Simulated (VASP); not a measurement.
# Er (Fm-3m) in VASP: a series of runs, part 2 of 2

VASP 6.6.1. Earlier steps stand in the parts before.

**5. Single point, PBE, collinear spin, ferromagnetic start**

File INCAR:

```
SYSTEM = Er
PREC     = Accurate       ! precision mode
ENCUT    = 400            ! plane-wave cutoff, eV
EDIFF    = 1E-6           ! SCF threshold, eV
ISMEAR   = 0              ! smearing method
SIGMA    = 0.2            ! smearing width, eV
LREAL    = .False.        ! projectors in reciprocal space
LASPH    = .True.         ! aspherical terms in the spheres
NELM     = 100            ! most SCF steps
ALGO     = Normal         ! electronic algorithm
ISIF     = 2              ! what is computed and relaxed
LWAVE    = .False.        ! write WAVECAR
LCHARG   = .False.        ! write CHGCAR
ISPIN    = 2              ! spin polarisation
MAGMOM   = 3              ! initial moments
LORBIT   = 11             ! projections on sites
LMAXMIX  = 6              ! l up to which the mixer works
GGA      = PE             ! functional
ADDGRID  = .False.
```

File KPOINTS:

```
Automatic mesh
0
Gamma
  6 6 6
  0 0 0
```

File POSCAR:

```
Er
1.0
   -0.0089250000      2.4571370000      2.4791170000
    2.4542050000     -0.0023290000      2.4725200000
    2.4870360000      2.4833720000     -0.0351600000
Er
1
Direct
   -0.0043710000     -0.0077920000     -0.0181410000
```

Potentials or basis: VASP PAW PBE potentials, release 64 (Er_3), 4f in core.

The run is started by

```
$ cat potpaw_PBE.64/Er_3/POTCAR > POTCAR
$ mpirun -np 1 vasp_std > vasp.out
```

OUTCAR:

```text
SYSTEM = Er
   PREC = Accurate
   ENCUT = 400
   EDIFF = 1E-6
   ISMEAR = 0
   LREAL = .False.
   LASPH = .True.
   NELM = 100
   ISIF = 2
   ISPIN = 2
   LORBIT = 11
   GGA = PE

 Found    112 irreducible k-points:

 Following reciprocal coordinates:
            Coordinates               Weight
  0.000000  0.000000  0.000000      1.000000
  0.166667  0.000000 -0.000000      2.000000
  0.333333  0.000000 -0.000000      2.000000
  0.500000  0.000000 -0.000000      1.000000
 -0.000000  0.166667 -0.000000      2.000000
  0.166667  0.166667 -0.000000      2.000000
   k-points           NKPTS =    112   k-points in BZ     NKDIM =    112   number of bands    NBANDS=     10
   number of dos      NEDOS =    301   number of ions     NIONS =      1
   total plane-waves  NPLWV =  13824
   dimension x,y,z NGX =    24 NGY =   24 NGZ =   24
   dimension x,y,z NGXF=    48 NGYF=   48 NGZF=   48
   ions per type =               1
   NGX,Y,Z   is equivalent  to a cutoff of  11.43, 11.45, 11.35 a.u.
   NGXF,Y,Z  is equivalent  to a cutoff of  22.86, 22.91, 22.70 a.u.
 SYSTEM =  Er
   PREC   = accura    normal or accurate (medium, high low for compatibility)
   ISTART =      0    job   : 0-new  1-cont  2-samecut
   ICHARG =      2    charge: 1-file 2-atom 10-const
   ISPIN  =      2    spin polarized calculation?
   LNONCOLLINEAR =      F non collinear calculations
   LSORBIT =      F    spin-orbit coupling
[... 153 lines left out ...]
      7       5.1879      0.00000
      8       7.3857      0.00000
      9       7.4994      0.00000
     10      12.6420      0.00000
[... 53 lines left out ...]
 k-point     6 :       0.1667    0.1667   -0.0000
  band No.  band energies     occupation
      1     -21.4569      1.00000
      2     -21.3630      1.00000
      3     -21.3546      1.00000
      4      -1.5081      1.00000
      5       4.0136      0.00000
      6       5.6486      0.00000
      7       5.7676      0.00000
      8       5.9941      0.00000
      9       7.8606      0.00000
     10      14.7848      0.00000

 [... further k-points ...]
[... 5 lines left out ...]
  --------------------------------------------------------------------------------------
  -------------------------------------------------------------------------------------
  Total        0.0292500      0.0361245     -0.0183505     -0.0599603      0.0695223      0.1016480
  in kB        1.5365016      1.8976192     -0.9639499     -3.1497149      3.6520069      5.3395725
  external PRESSURE =       0.8233903 kB  Pullay stress =       0.0000000 kB

 VOLUME and BASIS-vectors are now :
 -----------------------------------------------------------------------------
  energy-cutoff  :      400.00
  volume of cell :       30.50
      direct lattice vectors                 reciprocal lattice vectors
    -0.008925000  2.457137000  2.479117000    -0.201313527  0.204442392  0.200014888
     2.454205000 -0.002329000  2.472520000     0.204685885 -0.202140878  0.201085569
     2.487036000  2.483372000 -0.035160000     0.199378760  0.200206110 -0.197713292

 POSITION                                       TOTAL-FORCE (eV/Angst)
 -----------------------------------------------------------------------------------
      4.86811      4.88241      4.88701         0.000000      0.000000     -0.000000
 -----------------------------------------------------------------------------------
    total drift:                               -0.000002     -0.000001     -0.000000

  FREE ENERGIE OF THE ION-ELECTRON SYSTEM (eV)
  ---------------------------------------------------
  free  energy   TOTEN  =        -4.4945785156 eV

  energy  without entropy=       -4.4657874640  energy(sigma->0) =       -4.48018299

 total charge

# of ion       s       p       d       tot
------------------------------------------
    1        0.517   6.503   1.101   8.121

 magnetization (x)

# of ion       s       p       d       tot
------------------------------------------
    1       -0.000   0.000  -0.000   0.000
```

stdout:

```text
POSCAR found type information on POSCAR Er
 POSCAR found :  1 types and       1 ions
 scaLAPACK will be used
 LDA part: xc-table for (Slater+PW92), standard interpolation
 POSCAR, INCAR and KPOINTS ok, starting setup
 FFT: planning ... GRIDC
 FFT: planning ... GRID_SOFT
 FFT: planning ... GRID
 WAVECAR not read
 entering main loop
```

Wall time 18 s (1 thread of Intel Xeon 6975P-C (Granite Rapids), shared host); peak memory 0.17 GiB.

These settings aren't checked as converged: the numbers below hold their error.

What came out:

| Property | Result |
| --- | --- |
| Free energy | -4.4946 eV |
| Pressure | 0.1 GPa |
| Band gap on the k mesh | none (metal or under the smearing width) |
| Net moment | 0.00 μB per cell |
| Valence electrons inside the program's atomic spheres | Er 8.12 |

Caveat: the k mesh is coarse (spacing up to 0.37 Å⁻¹), so the values aren't converged; the magnetic or orbital state may not be the lowest; spin-orbit coupling is left out, which moves the levels of the heavy elements; the 4f electrons are frozen in the core as for a trivalent ion, so they carry no moment and show no levels.

**6. Single point, PBE, collinear spin, ferromagnetic start**

INCAR: that of step 5 with these lines changed.

```diff
@@ -2,3 +2,3 @@
 PREC     = Accurate       ! precision mode
-ENCUT    = 400            ! plane-wave cutoff, eV
+ENCUT    = 300            ! plane-wave cutoff, eV
 EDIFF    = 1E-6           ! SCF threshold, eV
```

File KPOINTS:

```
Automatic mesh
0
Gamma
  7 7 7
  0 0 0
```

File POSCAR:

```
Er
1.0
    0.0000000000      2.4798434248      2.4798434248
    2.4798434248      0.0000000000      2.4798434248
    2.4798434248      2.4798434248      0.0000000000
Er
1
Direct
    0.0000000000      0.0000000000      0.0000000000
```

Potentials or basis: VASP PAW PBE potentials, release 64 (Er_3), 4f in core.

The run is started by

```
$ cat potpaw_PBE.64/Er_3/POTCAR > POTCAR
$ mpirun -np 1 vasp_std > vasp.out
```

OUTCAR:

```text
SYSTEM = Er
   PREC = Accurate
   ENCUT = 300
   EDIFF = 1E-6
   ISMEAR = 0
   LREAL = .False.
   LASPH = .True.
   NELM = 100
   ISIF = 2
   ISPIN = 2
   LORBIT = 11
   GGA = PE

 Found     20 irreducible k-points:

 Following reciprocal coordinates:
            Coordinates               Weight
  0.000000  0.000000  0.000000      1.000000
  0.142857  0.000000  0.000000      8.000000
  0.285714  0.000000  0.000000      8.000000
  0.428571  0.000000  0.000000      8.000000
  0.142857  0.142857  0.000000      6.000000
  0.285714  0.142857  0.000000     24.000000
   k-points           NKPTS =     20   k-points in BZ     NKDIM =     20   number of bands    NBANDS=     10
[... 245 lines left out ...]
  Total       -0.0208986     -0.0208986     -0.0208986     -0.0000000      0.0000000      0.0000000
  in kB       -1.0978053     -1.0978053     -1.0978053     -0.0000000      0.0000000      0.0000000
  external PRESSURE =      -1.0978053 kB  Pullay stress =       0.0000000 kB

 VOLUME and BASIS-vectors are now :
 -----------------------------------------------------------------------------
  energy-cutoff  :      300.00
  volume of cell :       30.50
      direct lattice vectors                 reciprocal lattice vectors
     0.000000000  2.479843425  2.479843425    -0.201625633  0.201625633  0.201625633
     2.479843425  0.000000000  2.479843425     0.201625633 -0.201625633  0.201625633
     2.479843425  2.479843425  0.000000000     0.201625633  0.201625633 -0.201625633

 POSITION                                       TOTAL-FORCE (eV/Angst)
 -----------------------------------------------------------------------------------
      0.00000      0.00000      0.00000        -0.000000     -0.000000      0.000000
 -----------------------------------------------------------------------------------
    total drift:                                0.000000      0.000000      0.000000

  FREE ENERGIE OF THE ION-ELECTRON SYSTEM (eV)
  ---------------------------------------------------
  free  energy   TOTEN  =        -4.4880551561 eV

  energy  without entropy=       -4.4616805137  energy(sigma->0) =       -4.47486783

 total charge

# of ion       s       p       d       tot
------------------------------------------
    1        0.515   6.498   1.107   8.120

 magnetization (x)

# of ion       s       p       d       tot
------------------------------------------
    1       -0.000   0.000   0.000   0.000
```

OSZICAR:

```text
N       E                     dE             d eps       ncg     rms          rms(c)
DAV:   1     0.859820608979E+01    0.85982E+01   -0.37209E+03  1214   0.643E+02
DAV:   2    -0.323947819599E+01   -0.11838E+02   -0.11164E+02  1136   0.203E+02
DAV:   3    -0.357361510198E+01   -0.33414E+00   -0.32006E+00  1286   0.367E+01
DAV:   4    -0.357635025569E+01   -0.27352E-02   -0.26650E-02  1390   0.147E+00
DAV:   5    -0.357635605841E+01   -0.58027E-05   -0.58007E-05  1196   0.466E-02    0.212E+01
DAV:   6    -0.439535857262E+01   -0.81900E+00   -0.24842E-01  1292   0.457E+00    0.134E+01
DAV:   7    -0.446803146147E+01   -0.72673E-01   -0.60894E-02  1252   0.222E+00    0.639E+00
DAV:   8    -0.448133001083E+01   -0.13299E-01   -0.77908E-02  1276   0.216E+00    0.127E+00
DAV:   9    -0.448733081445E+01   -0.60008E-02   -0.47424E-03  1252   0.714E-01    0.442E-01
DAV:  10    -0.448796718173E+01   -0.63637E-03   -0.16784E-03  1286   0.208E-01    0.241E-01
DAV:  11    -0.448803686729E+01   -0.69686E-04   -0.22069E-04  1196   0.910E-02    0.717E-02
DAV:  12    -0.448804904906E+01   -0.12182E-04   -0.21291E-05  1174   0.271E-02    0.603E-02
DAV:  13    -0.448805480939E+01   -0.57603E-05   -0.26973E-05  1140   0.211E-02    0.794E-03
DAV:  14    -0.448805515607E+01   -0.34668E-06   -0.18473E-06   888   0.751E-03
   1 F= -.44880552E+01 E0= -.44748678E+01  d E =-.263746E-01  mag=    -0.0000
```

Wall time 6.4 s (1 thread of Intel Xeon 6975P-C (Granite Rapids), shared host); peak memory 0.13 GiB.

The run converged, but some of its settings lie outside the range that counts as converged, so its numbers aren't taken as properties of the crystal.

Results:

- Free energy: -4.4881 eV
- Pressure: -0.1 GPa
- Band gap on the k mesh: none (metal or under the smearing width)
- Net moment: 0.00 μB per cell
- Valence electrons inside the program's atomic spheres: Er 8.12

Caveat: the magnetic or orbital state may not be the lowest; spin-orbit coupling is left out, which moves the levels of the heavy elements; the 4f electrons are frozen in the core as for a trivalent ion, so they carry no moment and show no levels.
